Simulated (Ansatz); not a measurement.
## Eigenvalues along a path: Rb (hcp type)

```xyz
2
Lattice="5.0419 0.0000 0.0000 -2.5210 4.3664 0.0000 0.0000 0.0000 8.3186" Properties=species:S:1:pos:R:3 pbc="T T T"
Rb    0.0000    2.9110    2.0796
Rb    2.5210    1.4555    6.2389
```

The cell comes from a relaxation on PAW files under the same functional, begun from a prototype that needn't be the stable phase.

Computed with Ansatz 0.2.0; functional PBE, scalar-relativistic. Settings: a Γ-centred 9×9×5 k mesh, Fermi–Dirac smearing of 0.08 eV, no spin polarisation. Methods: LAPW: all electrons, basis error target 1 meV/atom.

Path points, in fractions of the reciprocal vectors: Γ (0.000, 0.000, 0.000), M (0.500, 0.000, 0.000), K (0.333, 0.333, 0.000), A (0.000, 0.000, 0.500), L (0.500, 0.000, 0.500), H (0.333, 0.333, 0.500). Levels in eV from the Fermi level; bands 3 to 11, counted from the lowest band of the run. The gap is zero, the pressure 0.00 GPa.

```
# k(1/Å) point b3 b4 b5 b6 b7 b8 b9 b10 b11
0.000 Γ -13.04 -12.96 -12.96 -12.95 -12.95 -12.95 -1.97 0.10 0.62
0.103 - -13.04 -12.96 -12.96 -12.95 -12.95 -12.95 -1.92 0.16 0.63
0.206 - -13.03 -12.97 -12.96 -12.96 -12.95 -12.95 -1.77 0.32 0.68
0.308 - -13.03 -12.99 -12.98 -12.97 -12.95 -12.95 -1.52 0.57 0.77
0.411 - -13.02 -13.01 -12.99 -12.97 -12.96 -12.96 -1.20 0.88 0.90
0.514 - -13.02 -13.01 -13.01 -12.98 -12.96 -12.96 -0.79 1.04 1.23
0.617 - -13.03 -13.02 -13.00 -12.98 -12.97 -12.96 -0.34 0.72 1.20
0.719 M -13.03 -13.02 -13.00 -12.98 -12.97 -12.96 0.05 0.31 1.29
0.779 - -13.03 -13.02 -13.00 -12.98 -12.97 -12.96 0.06 0.32 1.30
0.838 - -13.03 -13.02 -13.00 -12.99 -12.97 -12.97 0.11 0.35 1.33
0.898 - -13.03 -13.02 -13.00 -12.99 -12.97 -12.97 0.19 0.40 1.37
0.957 - -13.03 -13.01 -12.99 -12.99 -12.98 -12.97 0.30 0.47 1.42
1.016 - -13.02 -13.01 -13.00 -12.99 -12.98 -12.98 0.43 0.55 1.26
1.076 - -13.02 -13.01 -13.00 -12.99 -12.99 -12.98 0.58 0.65 1.03
1.135 K -13.02 -13.01 -13.01 -12.99 -12.98 -12.98 0.75 0.75 0.76
1.254 - -13.02 -13.01 -13.00 -12.99 -12.99 -12.98 0.15 1.02 1.10
1.372 - -13.02 -13.01 -13.00 -12.99 -12.98 -12.97 -0.43 1.20 1.33
1.491 - -13.01 -13.01 -13.01 -12.98 -12.97 -12.96 -0.95 0.98 1.12
1.610 - -13.02 -12.99 -12.99 -12.97 -12.96 -12.96 -1.38 0.72 0.82
1.728 - -13.03 -12.98 -12.97 -12.96 -12.95 -12.95 -1.70 0.39 0.70
1.847 - -13.04 -12.97 -12.96 -12.95 -12.95 -12.95 -1.90 0.17 0.64
1.966 Γ -13.04 -12.96 -12.96 -12.95 -12.95 -12.95 -1.97 0.10 0.62
2.020 - -13.04 -12.96 -12.96 -12.95 -12.95 -12.95 -1.96 -0.01 0.73
2.074 - -13.03 -12.96 -12.96 -12.95 -12.95 -12.95 -1.91 -0.23 0.96
2.128 - -13.03 -12.96 -12.96 -12.96 -12.95 -12.95 -1.85 -0.46 1.22
2.181 - -13.02 -12.97 -12.96 -12.96 -12.95 -12.95 -1.75 -0.70 1.48
2.235 - -13.01 -12.97 -12.96 -12.96 -12.95 -12.95 -1.63 -0.92 1.74
2.289 - -13.00 -12.98 -12.96 -12.96 -12.95 -12.95 -1.48 -1.12 2.01
2.343 A -12.99 -12.99 -12.95 -12.95 -12.95 -12.95 -1.31 -1.31 2.27
2.446 - -12.99 -12.99 -12.96 -12.96 -12.96 -12.96 -1.27 -1.27 2.28
2.549 - -13.00 -13.00 -12.96 -12.96 -12.96 -12.96 -1.12 -1.12 2.30
2.652 - -13.00 -13.00 -12.97 -12.97 -12.96 -12.96 -0.90 -0.90 2.26
2.754 - -13.01 -13.01 -12.97 -12.97 -12.97 -12.97 -0.60 -0.60 1.99
2.857 - -13.03 -13.03 -12.97 -12.97 -12.97 -12.97 -0.24 -0.24 1.59
2.960 - -13.03 -13.03 -12.97 -12.97 -12.97 -12.97 0.15 0.15 1.17
3.063 L -13.04 -13.04 -12.97 -12.97 -12.97 -12.97 0.41 0.41 0.90
3.122 - -13.04 -13.04 -12.98 -12.98 -12.97 -12.97 0.42 0.42 0.91
3.182 - -13.04 -13.04 -12.98 -12.98 -12.97 -12.97 0.48 0.48 0.92
3.241 - -13.03 -13.03 -12.99 -12.99 -12.97 -12.97 0.56 0.56 0.95
3.300 - -13.03 -13.03 -12.99 -12.99 -12.97 -12.97 0.67 0.67 0.99
3.360 - -13.03 -13.03 -13.00 -13.00 -12.97 -12.97 0.81 0.81 1.05
3.419 - -13.02 -13.02 -13.00 -13.00 -12.97 -12.97 0.96 0.96 1.13
3.478 H -13.02 -13.02 -13.01 -13.01 -12.97 -12.97 1.06 1.06 1.24
3.597 - -13.02 -13.02 -13.00 -13.00 -12.97 -12.97 0.62 0.62 1.36
3.716 - -13.02 -13.02 -12.99 -12.99 -12.97 -12.97 0.10 0.10 1.62
3.834 - -13.02 -13.02 -12.98 -12.98 -12.97 -12.97 -0.37 -0.37 1.93
3.953 - -13.01 -13.01 -12.97 -12.97 -12.96 -12.96 -0.77 -0.77 2.22
4.072 - -13.00 -13.00 -12.97 -12.97 -12.96 -12.96 -1.06 -1.06 2.30
4.190 - -13.00 -13.00 -12.96 -12.96 -12.96 -12.96 -1.25 -1.25 2.28
4.309 A -12.99 -12.99 -12.95 -12.95 -12.95 -12.95 -1.31 -1.31 2.27
```
